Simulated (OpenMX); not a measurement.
The system is SiC (Moissanite 3C).

```
Si C
1.0
     0.00000    2.17900    2.17900
     2.17900    0.00000    2.17900
     2.17900    2.17900    0.00000
Si C
1 1
Cartesian
  0.0000 0.0000 0.0000
  3.2685 3.2685 3.2685
```

| Item | Value |
| --- | --- |
| Program | OpenMX 3.8.5 |
| Task | single point |
| Functional | PBE |
| Potentials or basis | OpenMX 2013 PBE set, Si7.0-s2p2d1, C6.0-s2p2d1, grid cutoff 260 Ry |
| k mesh | 11 × 11 × 11 |
| Occupations | fermi-dirac, width 0.05 eV |
| Spin | no spin polarisation |

On this cell: pressure 4.7 GPa; largest force zero by symmetry; band gap on the k mesh 1.46 eV, indirect (least direct gap 4.62 eV).

The same run follows on a disturbed copy (atoms moved at random, drawn with an rms of 0.05 Å):

```
Si C
1.0
     0.00000    2.17900    2.17900
     2.17900    0.00000    2.17900
     2.17900    2.17900    0.00000
Si C
1 1
Direct
  0.02300 0.97553 0.99719
  0.78305 0.74500 0.74190
```

Task: What does the disturbed cell give?

Result: The energy moves by +26.9 meV/atom; pressure 5.3 GPa; largest force 1.514 eV/Å; band gap on the k mesh 1.13 eV, indirect (least direct gap 4.46 eV).

Forces on the atoms (eV/Å):
```
Si   0.674  0.353  1.309
C   -0.673 -0.354 -1.308
```

Caveats: an odd mesh through Γ misses points on the zone boundary, where band edges often lie; the basis of atomic orbitals isn't converged, which shifts pressures, moduli and gaps.
